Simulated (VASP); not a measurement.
# Pd (P6_3/mmc) in VASP: further runs

The runs below take Pd through relaxation of cell and atoms, single point, with PBE, r2SCAN.

Program: VASP 6.6.1. These are calculated values, not measurements. Logs are shortened: lines on timing, memory, paths and dates and some standing lists are left out, and cuts for length are marked.

## 1. The crystal as given

The structure is hexagonal, space group P6_3/mmc (No. 194). The conventional cell has a = 2.750 Å, b = 2.750 Å, c = 4.492 Å, α = 90.00°, β = 90.00°, γ = 120.00°. Around Pd (site symmetry -6m2) lie 12 Pd at 2.75 Å.

The cell was built by a generator and needn't be a form met in nature.

## 2. Relaxation of cell and atoms, PBE

INCAR reads:

```
SYSTEM = Pd
PREC     = Accurate       ! precision mode
ENCUT    = 600            ! plane-wave cutoff, eV
EDIFF    = 1E-6           ! SCF threshold, eV
ISMEAR   = 0              ! smearing method
SIGMA    = 0.05           ! smearing width, eV
LREAL    = .False.        ! projectors in reciprocal space
LASPH    = .True.         ! aspherical terms in the spheres
NELM     = 80             ! most SCF steps
ALGO     = Normal         ! electronic algorithm
ISIF     = 3              ! what is computed and relaxed
LWAVE    = .False.        ! write WAVECAR
LCHARG   = .False.        ! write CHGCAR
GGA      = PE             ! functional
IBRION   = 2              ! ionic algorithm
NSW      = 80             ! ionic steps
EDIFFG   = -0.03          ! ionic threshold
```

KPOINTS reads:

```
regular mesh
0
Gamma
  8 8 4
  0 0 0
```

POSCAR reads:

```
Pd
1.0
    2.7504564485      0.0000000000      0.0000000000
   -1.3752282243      2.3819651564      0.0000000000
    0.0000000000      0.0000000000      4.4924121993
Pd
2
Direct
    0.3333333333      0.6666666667      0.7500000000
    0.6666666667      0.3333333333      0.2500000000
```

Potentials or basis: VASP PAW PBE potentials, release 64 (Pd).

Command:

```console
$ cat potpaw_PBE.64/Pd/POTCAR > POTCAR
$ mpirun -np 1 vasp_std > vasp.out
```

OUTCAR:

```text
SYSTEM = Pd
   PREC = Accurate
   ENCUT = 600
   EDIFF = 1E-6
   ISMEAR = 0
   LREAL = .False.
   LASPH = .True.
   NELM = 80
   ISIF = 3
   GGA = PE
   IBRION = 2
   NSW = 80
   EDIFFG = -0.03

 ion  position               nearest neighbor table
   1  0.333  0.667  0.750-   2 2.75   2 2.75   2 2.75   2 2.75   2 2.75   2 2.75
   2  0.667  0.333  0.250-   1 2.75   1 2.75   1 2.75   1 2.75   1 2.75   1 2.75

  LATTYP: Found a hexagonal cell.
 ALAT       =     2.7504564485
 C/A-ratio  =     1.6333333334

  Lattice vectors:

 A1 = (   2.7504564485,   0.0000000000,   0.0000000000)
 A2 = (  -1.3752282243,   2.3819651564,   0.0000000000)
 A3 = (   0.0000000000,   0.0000000000,   4.4924121993)

Analysis of symmetry for initial positions (statically):
=====================================================================
 Subroutine PRICEL returns:
 Original cell was already a primitive cell.

 Routine SETGRP: Setting up the symmetry group for a
 hexagonal supercell.

 Subroutine GETGRP returns: Found 24 space group operations
 (whereof 12 operations were pure point group operations)
 out of a pool of 24 trial point group operations.

The static configuration has the point symmetry D_3d.
 The point group associated with its full space group is D_6h.

Analysis of symmetry for dynamics (positions and initial velocities):
=====================================================================
 Subroutine PRICEL returns:
 Original cell was already a primitive cell.

 Routine SETGRP: Setting up the symmetry group for a
 hexagonal supercell.

 Subroutine GETGRP returns: Found 24 space group operations
 (whereof 12 operations were pure point group operations)
 out of a pool of 24 trial point group operations.

The dynamic configuration has the point symmetry D_3d.
 The point group associated with its full space group is D_6h.

 Subroutine INISYM returns: Found 24 space group operations
 (whereof 12 operations are pure point group operations),
 and found     1 'primitive' translations

----------------------------------------------------------------------------------------

                                     Primitive cell

  volume of cell :      29.4320

  direct lattice vectors                    reciprocal lattice vectors
     2.750456449  0.000000000  0.000000000     0.363576017  0.209910711  0.000000000
    -1.375228224  2.381965156  0.000000000     0.000000000  0.419821422  0.000000000
     0.000000000  0.000000000  4.492412199     0.000000000  0.000000000  0.222597561

  length of vectors
     2.750456449  2.750456449  4.492412199     0.419821422  0.419821422  0.222597561

  position of ions in fractional coordinates (direct lattice)
     0.333333333  0.666666667  0.750000000
     0.666666667  0.333333333  0.250000000

  ion indices of the primitive-cell ions
   primitive index   ion index
                 1           1
                 2           2

----------------------------------------------------------------------------------------

 KPOINTS: regular mesh

Automatic generation of k-mesh.
 Grid dimensions read from file:
 generate k-points for:    8    8    4

 Generating k-lattice:

  Cartesian coordinates                     Fractional coordinates (reciprocal lattice)
     0.045447002  0.026238839  0.000000000     0.125000000  0.000000000  0.000000000
     0.000000000  0.052477678  0.000000000     0.000000000  0.125000000  0.000000000
     0.000000000  0.000000000  0.055649390     0.000000000  0.000000000  0.250000000

  Length of vectors
     0.052477678  0.052477678  0.055649390

  Shift w.r.t. Gamma in fractional coordinates (k-lattice)
     0.000000000  0.000000000  0.000000000

 Subroutine IBZKPT returns following result:
 ===========================================

 Found     30 irreducible k-points:

 Following reciprocal coordinates:
            Coordinates               Weight
  0.000000  0.000000  0.000000      1.000000
  0.125000  0.000000  0.000000      6.000000
  0.250000  0.000000  0.000000      6.000000
  0.375000  0.000000  0.000000      6.000000
  0.500000  0.000000  0.000000      3.000000
  0.125000  0.125000  0.000000      6.000000
[... 16 lines left out ...]
  0.250000  0.000000  0.500000      6.000000
  0.375000  0.000000  0.500000      6.000000
 [... further k-points ...]
   k-points           NKPTS =     30   k-points in BZ     NKDIM =     30   number of bands    NBANDS=     14
   number of dos      NEDOS =    301   number of ions     NIONS =      2
   total plane-waves  NPLWV =  20736
   dimension x,y,z NGX =    24 NGY =   24 NGZ =   36
   dimension x,y,z NGXF=    48 NGYF=   48 NGZF=   72
   ions per type =               2
   NGX,Y,Z   is equivalent  to a cutoff of  14.51, 14.51, 13.32 a.u.
   NGXF,Y,Z  is equivalent  to a cutoff of  29.01, 29.01, 26.64 a.u.
 SYSTEM =  Pd
   PREC   = accura    normal or accurate (medium, high low for compatibility)
   ISTART =      0    job   : 0-new  1-cont  2-samecut
   ICHARG =      2    charge: 1-file 2-atom 10-const
   ISPIN  =      1    spin polarized calculation?
   LNONCOLLINEAR =      F non collinear calculations
   LSORBIT =      F    spin-orbit coupling
   LASPH  =      T    aspherical Exc in radial PAW
   ENCUT  =  600.0 eV  44.10 Ry    6.64 a.u.   5.49  5.49  8.97*2*pi/ulx,y,z
   NELM   =     80;   NELMIN=  2; NELMDL= -5     # of ELM steps
   EDIFF  = 0.1E-05   stopping-criterion for ELM
   LREAL  =      F    real-space projection
   EDIFFG = -.3E-01   stopping-criterion for IOM
   NSW    =     80    number of steps for IOM
   IBRION =      2    ionic relax: 0-MD 1-quasi-New 2-CG
   NFREE  =      1    steps in history (QN), initial steepest desc. (CG)
   ISIF   =      3    stress and relaxation
   ISYM   =      2    0-nonsym 1-usesym 2-fastsym
   POTIM  = 0.5000    time-step for ionic-motion
   TEBEG  =    0.0;   TEEND  =   0.0 temperature during run
   PSTRESS=    0.0 pullay stress
   NELECT =      20.0000    total number of electrons
   NUPDOWN=      -1.0000    fix difference up-down
   EMIN   =  10.00;   EMAX   =-10.00  energy-range for DOS
   EFERMI =   0.00;   METHOD = LEGACY
   ISMEAR =     0;   SIGMA  =   0.05  broadening in eV -4-tet -1-fermi 0-gaus
   EFERMI_NEDOS =   21; number of points for ismear=-14 and -15
   IALGO  =     38    algorithm
   IMIX   =      4    mixing-type and parameters
     AMIX     =   0.40;   BMIX     =  1.00
     AMIX_MAG =   1.60;   BMIX_MAG =  1.00
  volume/ion in A,a.u.               =      14.72        99.31
  Fermi-wavevector in a.u.,A,eV,Ry     =   1.439279  2.719842 28.184785  2.071523
  Thomas-Fermi vector in A             =   2.558152
   LORBIT       =      0    0 simple, 1 ext, 2 COOP (PROOUT), +10 PAW based schemes
   GGA     = PE    functional components
   LHFCALC =     F    Hartree Fock is set to
   AEXX    =    0.0000 exact exchange contribution
   IVDW    =     0    specifies the selected vdW correction
   LEPSILON=     F    determine dielectric tensor
   LRPA    =     F    only Hartree local field effects (RPA)
 conjugate gradient relaxation of ions
 non-spin polarized calculation
 Gauss-broadening in eV      SIGMA  =   0.05
  energy-cutoff  :      600.00
  volume of cell :       29.43
 maximum number of plane-waves:      1008
 NGX is ok and might be reduce to    24
   NGX = 11   NGY = 11   NGZ = 17

--------------------------------------- Ionic step        1  -------------------------------------------

 number of electron      19.9999996 magnetization

 Free energy of the ion-electron system (eV)
  ---------------------------------------------------
  ext. energy  EPLUGINS =         0.00000000
  ---------------------------------------------------
  free energy    TOTEN  =       -10.30924022 eV

  energy without entropy =      -10.30305214  energy(sigma->0) =      -10.30614618

------------------------ aborting loop because EDIFF is reached ----------------------------------------

  FORCE on cell =-STRESS in cart. coord.  units (eV):
  Direction    XX          YY          ZZ          XY          YZ          ZX
  --------------------------------------------------------------------------------------
  -------------------------------------------------------------------------------------
  Total        1.2621508      1.2621508      1.9466623     -0.0000000     -0.0000000      0.0000000
  in kB       68.7071716     68.7071716    105.9696309     -0.0000000     -0.0000000      0.0000000
  external PRESSURE =      81.1279913 kB  Pullay stress =       0.0000000 kB
[... 165 lines left out ...]
  energy  without entropy=      -10.3385751351  energy(sigma->0) =      -10.34199026

--------------------------------------- Ionic step        6  -------------------------------------------

 number of electron      20.0000005 magnetization

 Free energy of the ion-electron system (eV)
  ---------------------------------------------------
  ext. energy  EPLUGINS =         0.00000000
  ---------------------------------------------------
  free energy    TOTEN  =       -10.34595195 eV

  energy without entropy =      -10.33906075  energy(sigma->0) =      -10.34250635

 E-fermi :   9.1261     XC(G=0): -12.9311

 val. band max:        9.1015914607   @ k =   0.3750   0.1250   0.0000
 cond. band min:       9.1322966573   @ k =   0.3750   0.0000   0.0000
 fundamental gap:      0.0307051965
 Fermi energy:         9.1260691410

 k-point     1 :       0.0000    0.0000    0.0000
  band No.  band energies     occupation
      1       2.2844      2.00000
      2       4.1190      2.00000
      3       6.3467      2.00000
      4       6.5403      2.00000
      5       6.5403      2.00000
      6       6.8670      2.00000
      7       6.8670      2.00000
      8       7.5701      2.00000
      9       7.5701      2.00000
     10       8.9011      2.00000
     11       8.9011      2.00000
     12      10.0373      0.00000
     13      15.7920      0.00000
     14      26.2365      0.00000
[... 375 lines left out ...]
 k-point    24 :       0.3750    0.0000    0.5000
  band No.  band energies     occupation
      1       4.4318      2.00000
      2       4.4318      2.00000
      3       5.3538      2.00000
      4       5.3538      2.00000
      5       7.6772      2.00000
      6       7.6772      2.00000
      7       8.1502      2.00000
      8       8.1502      2.00000
      9       8.8896      2.00000
     10       8.8896      2.00000
     11      10.5013      0.00000
     12      10.5013      0.00000
     13      19.4093      0.00000
     14      19.4093      0.00000

 [... further k-points ...]

------------------------ aborting loop because EDIFF is reached ----------------------------------------

  FORCE on cell =-STRESS in cart. coord.  units (eV):
  Direction    XX          YY          ZZ          XY          YZ          ZX
  --------------------------------------------------------------------------------------
  -------------------------------------------------------------------------------------
  Total       -0.0052823     -0.0052823      0.0585870      0.0000000     -0.0000000     -0.0000000
  in kB       -0.2755178     -0.2755178      3.0558399      0.0000000     -0.0000000     -0.0000000
  external PRESSURE =       0.8349348 kB  Pullay stress =       0.0000000 kB
[... 17 lines left out ...]
  FREE ENERGIE OF THE ION-ELECTRON SYSTEM (eV)
  ---------------------------------------------------
  free  energy   TOTEN  =       -10.3459519498 eV

  energy  without entropy=      -10.3390607547  energy(sigma->0) =      -10.34250635

 reached required accuracy - stopping structural energy minimisation
```

Wall time 44 s (1 thread of Intel Xeon Platinum 8488C (Sapphire Rapids), shared host); peak memory 0.16 GiB.

Results:

* Free energy: -10.3460 eV
* Relaxed volume: 15.36 Å³/atom
* Relaxed cell: a = 2.769 Å, b = 2.769 Å, c = 4.626 Å, α = 90.00°, β = 90.00°, γ = 120.00°
* Space group after relaxing (to 0.05 Å): P6_3/mmc (No. 194)
* Energy gained by relaxing: 18.4 meV/atom
* Ionic steps: 6
* Pressure after relaxing: 0.1 GPa
* Band gap on the k mesh: none (metal or under the smearing width)

The path:
```csv
step,energy change (eV),largest force (eV/Å),pressure (GPa),volume (Å³)
1,0.0000,0.0000,8.11,29.43
2,0.0215,0.0000,-8.62,32.72
3,-0.0337,0.0000,-0.34,30.79
4,-0.0337,0.0000,-0.19,30.77
5,-0.0362,0.0000,-0.06,30.74
6,-0.0367,0.0000,0.08,30.72
```

Final structure:
```
CELL_PARAMETERS angstrom
2.76888 0.00000 0.00000
-1.38444 2.39792 0.00000
0.00000 0.00000 4.62641
ATOMIC_POSITIONS crystal
Pd 0.33333 0.66667 0.75000
Pd 0.66667 0.33333 0.25000
```

Levels at points of the mesh, in eV from the Fermi level:
| k point | band 7 | band 8 | band 9 | band 10 | band 11 | band 12 | band 13 | band 14 |
| --- | --- | --- | --- | --- | --- | --- | --- | --- |
| (0.00, 0.00, 0.00) | -2.26 | -1.56 | -1.56 | -0.22 | -0.22 | 0.91 | 6.67 | 17.11 |
| (0.50, 0.00, 0.00) | -1.64 | 0.01 | 0.02 | 0.19 | 2.56 | 4.44 | 9.45 | 9.74 |
| (0.00, 0.00, 0.50) | -2.62 | -2.62 | -0.66 | -0.66 | -0.66 | -0.66 | 13.70 | 13.70 |
| (0.50, 0.00, 0.50) | -0.43 | -0.43 | 0.11 | 0.11 | 2.66 | 2.66 | 7.98 | 7.98 |

## 3. Single point, r2SCAN

This run uses another cell than the first one, of 14.99 Å³/atom, 1.019 times its volume.

POSCAR reads:

```
Pd
1.0
    2.7358314504      0.0000000000      0.0000000000
   -1.3679157252      2.3692995365      0.0000000000
    0.0000000000      0.0000000000      4.6256814380
Pd
2
Direct
    0.3333333333      0.6666666667      0.7500000000
    0.6666666667      0.3333333333      0.2500000000
```

INCAR.step1 reads:

```
SYSTEM = Pd
PREC     = Accurate       ! precision mode
ENCUT    = 520            ! plane-wave cutoff, eV
ISMEAR   = 0              ! smearing method
SIGMA    = 0.05           ! smearing width, eV
LREAL    = .FALSE.        ! projectors in reciprocal space
LASPH    = .TRUE.         ! aspherical terms in the spheres
NELM     = 80             ! most SCF steps
NBANDS   = 17             ! bands
GGA      = PE             ! functional
ALGO     = Normal         ! electronic algorithm
EDIFF    = 1E-4           ! SCF threshold, eV
LWAVE    = .TRUE.         ! write WAVECAR
LCHARG   = .FALSE.        ! write CHGCAR
```

INCAR.step2 reads:

```
SYSTEM = Pd
PREC     = Accurate       ! precision mode
ENCUT    = 520            ! plane-wave cutoff, eV
EDIFF    = 1E-6           ! SCF threshold, eV
ISMEAR   = 0              ! smearing method
SIGMA    = 0.05           ! smearing width, eV
LREAL    = .FALSE.        ! projectors in reciprocal space
LASPH    = .TRUE.         ! aspherical terms in the spheres
NELM     = 80             ! most SCF steps
ALGO     = Normal         ! electronic algorithm
ISIF     = 2              ! what is computed and relaxed
LWAVE    = .FALSE.        ! write WAVECAR
LCHARG   = .FALSE.        ! write CHGCAR
METAGGA  = R2SCAN         ! meta-GGA
LMIXTAU  = .TRUE.       
NBANDS   = 17             ! bands
ISTART   = 1
```

KPOINTS reads:

```
Automatic mesh
0
G
  18 18 10
  0 0 0
```

Potentials or basis: VASP PAW PBE potentials, release 64 (Pd).

Command:

```console
$ cat potpaw_PBE.64/Pd/POTCAR > POTCAR
$ cp INCAR.step1 INCAR
$ mpirun -np 1 vasp_std > vasp.out
$ cp INCAR.step2 INCAR
$ mpirun -np 1 vasp_std > vasp.out
```

It took 3.9 min on 1 thread of Intel Xeon Platinum 8488C (Sapphire Rapids), shared host; peak memory 0.21 GiB.

The run converged. Its results:

```yaml
Free_energy: -45.8260 eV
Pressure: 0.7 GPa
Band_gap_on_the_k_mesh: none (metal or under the smearing width)
```

Stress tensor (GPa, compression positive):
```
0.69 0.00 0.00
0.00 0.69 0.00
0.00 0.00 0.60
```

Levels at points of the mesh, in eV from the Fermi level:
```tsv
k point	band 8	band 9	band 10	band 11	band 12	band 13
(0.00, 0.00, 0.00)	-1.63	-1.63	-0.26	-0.26	1.03	7.04
(0.50, 0.00, 0.00)	-0.03	0.06	0.24	2.86	4.88	10.11
(0.00, 0.00, 0.50)	-2.80	-0.72	-0.72	-0.72	-0.72	14.32
(0.50, 0.00, 0.50)	-0.43	0.17	0.17	2.95	2.95	8.65
```

Caveat: the PAW data sets were made with another functional, which shifts forces and pressure a little.

## 4. Single point, r2SCAN

This run uses another cell than the first one, of 15.39 Å³/atom, 1.046 times its volume.

POSCAR reads:

```
Pd
1.0
    2.7582973807      0.0000000000      0.0000000000
   -1.3791486903      2.3887556029      0.0000000000
    0.0000000000      0.0000000000      4.6715475089
Pd
2
Direct
    0.3333333333      0.6666666667      0.7500000000
    0.6666666667      0.3333333333      0.2500000000
```

INCAR.step1 reads:

```
SYSTEM = Pd
PREC = Accurate
ENCUT = 520
ISMEAR = 0
SIGMA = 0.05
LREAL = .False.
LASPH = .True.
NELM = 100
NBANDS = 17
GGA = PE
ALGO = Normal
EDIFF = 1E-4
LWAVE = .True.
LCHARG = .False.
```

INCAR.step2 reads:

```
SYSTEM = Pd
PREC = Accurate
ENCUT = 520
EDIFF = 1E-6
ISMEAR = 0
SIGMA = 0.05
LREAL = .False.
LASPH = .True.
NELM = 100
ALGO = Normal
ISIF = 2
LWAVE = .False.
LCHARG = .False.
METAGGA = R2SCAN
LMIXTAU = .True.
NBANDS = 17
ISTART = 1
```

KPOINTS reads:

```
Automatic mesh
0
Gamma
  18 18 10
  0 0 0
```

Command:

```console
$ cat potpaw_PBE.64/Pd/POTCAR > POTCAR
$ cp INCAR.step1 INCAR
$ mpirun -np 1 vasp_std > vasp.out
$ cp INCAR.step2 INCAR
$ mpirun -np 1 vasp_std > vasp.out
```

It took 4.9 min on 1 thread of Intel Xeon Platinum 8488C (Sapphire Rapids), shared host; peak memory 0.23 GiB.

The run converged. Its results:

- Free energy: -45.8178 eV
- Pressure: -3.9 GPa
- Band gap on the k mesh: none (metal or under the smearing width)

Stress tensor (GPa, compression positive):
```
-3.87  0.00  0.00
 0.00 -3.87  0.00
 0.00  0.00 -3.97
```

Levels at points of the mesh, in eV from the Fermi level:
| k point | band 8 | band 9 | band 10 | band 11 | band 12 | band 13 |
| --- | --- | --- | --- | --- | --- | --- |
| (0.00, 0.00, 0.00) | -1.55 | -1.55 | -0.25 | -0.25 | 1.09 | 6.82 |
| (0.50, 0.00, 0.00) | -0.04 | 0.06 | 0.23 | 2.82 | 4.78 | 9.92 |
| (0.00, 0.00, 0.50) | -2.68 | -0.69 | -0.69 | -0.69 | -0.69 | 14.06 |
| (0.50, 0.00, 0.50) | -0.41 | 0.16 | 0.16 | 2.95 | 2.95 | 8.44 |

Caveat: the PAW data sets were made with another functional, which shifts forces and pressure a little.

## 5. The runs side by side

```csv
task,level,cell,k mesh,cutoff (eV),gap on the mesh (eV),pressure (GPa)
relaxation of cell and atoms,PBE,relaxed,8 × 8 × 4,600,none,0.1
single point,r2SCAN,"P6_3/mmc, 14.99 Å³/atom",18 × 18 × 10,520,none,0.7
single point,r2SCAN,"P6_3/mmc, 15.39 Å³/atom",18 × 18 × 10,520,none,-3.9
```

Alike in all rows: potentials or basis VASP PAW PBE potentials, release 64 (Pd); no spin polarisation; smearing gaussian 0.05 eV.

Caveats: the PAW data sets were made with another functional, which shifts forces and pressure a little (some runs).

Total energies depend on the potentials used, so only differences within one code and one set of settings carry meaning.
